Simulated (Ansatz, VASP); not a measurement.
**Fe in VASP and in Ansatz**

The input INCAR:

```
SYSTEM = Fe
ALGO = Normal
EDIFF = 1E-6
ENCUT = 520
GGA = CA
ISIF = 2
ISMEAR = -1
ISPIN = 2
LASPH = .True.
LCHARG = .True.
LELF = .True.
LMAXMIX = 4
LORBIT = 11
LREAL = .False.
LVHAR = .True.
LWAVE = .False.
MAGMOM = 1.988
NBANDS = 14
NELM = 150
PREC = Accurate
SIGMA = 0.05
```

Contents of KPOINTS:

```
k-points
0
Gamma
  13 13 13
  0 0 0
```

Contents of POSCAR:

```
Fe
1.0
   -1.3745984210      1.3745984210      1.3745984210
    1.3745984210     -1.3745984210      1.3745984210
    1.3745984210      1.3745984210     -1.3745984210
Fe
1
Direct
    0.0000000000      0.0000000000      0.0000000000
```

Input for Ansatz:

```yaml
crystal:
  lattice:
    - [-1.374598421, 1.374598421, 1.374598421]
    - [1.374598421, -1.374598421, 1.374598421]
    - [1.374598421, 1.374598421, -1.374598421]
  atoms:
    - { symbol: Fe, position: [0.0, 0.0, 0.0], spin: 1.988 }
hamiltonian:
  xc: lda
  pseudopotentials:
    kind: paw
    azcp:
      Fe: "pseudopotentials/Fe.paw.azcp"
basis:
  ecutwfc: 420
  fft_grid_basis: typed
kpoints:
  mp_grid: { grid: [13, 13, 13], shift: [0, 0, 0] }
magnetization:
  spin_polarized: true
scf:
  occupations: { method: fermi_dirac, width: 0.05 }
  lower_state_search: "off"
output:
  stress: true
  write_density: true
  write_potential: true
  elf: true
  volumetric_format: npy
```

Alike in both runs: task single point; functional LDA; k mesh 13 × 13 × 13; occupations fermi-dirac, width 0.05 eV; collinear spin.

|  | VASP | Ansatz |
| --- | --- | --- |
| version | VASP 6.6.1 | Ansatz 0.2.0 |
| potentials or method | VASP PAW LDA potentials, release 64 (Fe) | plane waves (420 eV) with PAW, scalar-relativistic |
| plane-wave cutoff (eV) | 520 | 420 |
| valence electrons in the cell | 8 | 16 |

```csv
,VASP,Ansatz,Ansatz less VASP
pressure (GPa),0.0,0.4,+0.44
net moment per atom (μB),1.98,2.00,+0.015
size of the moment on the site where the two differ most (μB),1.95,2.00,+0.051
```

Site moments also hang on the region over which each program counts them. The two sets of potentials don't hold the same shells in valence. Ansatz warned: «pseudo_functional_mismatch».
